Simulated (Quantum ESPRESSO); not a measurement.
The system is Si.

```
CELL_PARAMETERS angstrom
-3.33608 3.33608 3.33608
3.33608 -3.33608 3.33608
3.33608 3.33608 -3.33608
ATOMIC_POSITIONS crystal
Si 0.50000 0.75000 0.25000
Si 0.25000 0.75000 0.50000
Si 0.25000 0.50000 0.75000
Si 0.50000 0.25000 0.75000
Si 0.75000 0.50000 0.25000
Si 0.75000 0.25000 0.50000
```

This isn't the form of Si at room conditions, which is diamond.

```yaml
Program: Quantum ESPRESSO 7.5
Task: phonons
Functional: WC
Potentials_or_basis: PseudoDojo 0.4.1 SR PBE standard
Cutoff: 490 eV
Density_cutoff: 1959 eV
k_mesh: 6 × 6 × 6
Occupations: cold, width 0.2 eV
Spin: no spin polarisation
Mixing_beta: 0.5
Most_SCF_iterations: 120
SCF_threshold: 1.2e-09 Ry
```

**Question.** Where do the zone-centre optical modes lie?

**Answer.** T1g at 33 cm⁻¹ (silent); A2g at 186 cm⁻¹ (silent); T2u at 368 cm⁻¹ (silent); T2g at 429 cm⁻¹ (Raman); T1u at 468 cm⁻¹ (IR); Eg at 482 cm⁻¹ (Raman). Polar modes are given without the macroscopic field (transverse values).

Optical modes at Γ, degenerate ones joined, polar ones without the macroscopic field:
```csv
cm⁻¹,components,symmetry,active in
33,3,T1g,silent
186,1,A2g,silent
368,3,T2u,silent
429,3,T2g,Raman
468,3,T1u,IR
482,2,Eg,Raman
```

Caveat: this smearing can shift energies of a crystal with a gap.
